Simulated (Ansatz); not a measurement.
Computed with Ansatz 0.2.0, DFT, PBE, PAW with Ansatz's default frozen-core files, scalar-relativistic.

Fixed geometries (conventional cell, sites, source; prototypes and MP cells may be hypothetical) and settings:

SiC: P6_3mc, a = 3.09 Å, b = 3.09 Å, c = 5.07 Å, α = 90.00°, β = 90.00°, γ = 120.00°; Si 2b (0.333 0.667 0.000), C 2b (0.333 0.667 0.376); wurtzite type, relaxed by us; 13×13×7 k mesh, smearing 0.08 eV, no spin
WC: P6_3mc, a = 3.13 Å, b = 3.13 Å, c = 5.99 Å, α = 90.00°, β = 90.00°, γ = 120.00°; W 2b (0.333 0.667 0.022), C 2b (0.333 0.667 0.354); wurtzite type, relaxed by us; 12×12×7 k mesh, smearing 0.05 eV, no spin
ZrC: P6_3mc, a = 3.89 Å, b = 3.89 Å, c = 4.71 Å, α = 90.00°, β = 90.00°, γ = 120.00°; Zr 2b (0.333 0.667 0.942), C 2b (0.333 0.667 0.434); wurtzite type, relaxed by us; 13×13×7 k mesh, smearing 0.05 eV, no spin
HfC: P6_3mc, a = 3.85 Å, b = 3.85 Å, c = 4.64 Å, α = 90.00°, β = 90.00°, γ = 120.00°; Hf 2b (0.333 0.667 0.940), C 2b (0.333 0.667 0.436); wurtzite type, relaxed by us; 13×13×7 k mesh, smearing 0.08 eV, no spin

Semilocal functionals give too small gaps and can close them; gaps under 0.4 eV may also close off the mesh.

No spin–orbit coupling, which matters for the heavy atoms here.

The table gives the Bader charge on C.

```
    compound   charge      gap
SiC (P6_3mc)        ?  2.31 eV
 WC (P6_3mc)  -1.43 e     none
ZrC (P6_3mc)  -1.92 e     none
HfC (P6_3mc)        ?     none
```

(1) Fill in "charge" for the row "SiC (P6_3mc)".

(2) Give the missing entry: row "HfC (P6_3mc)", column "charge".

## Answers

(1) -2.76 e.

(2) -1.98 e.
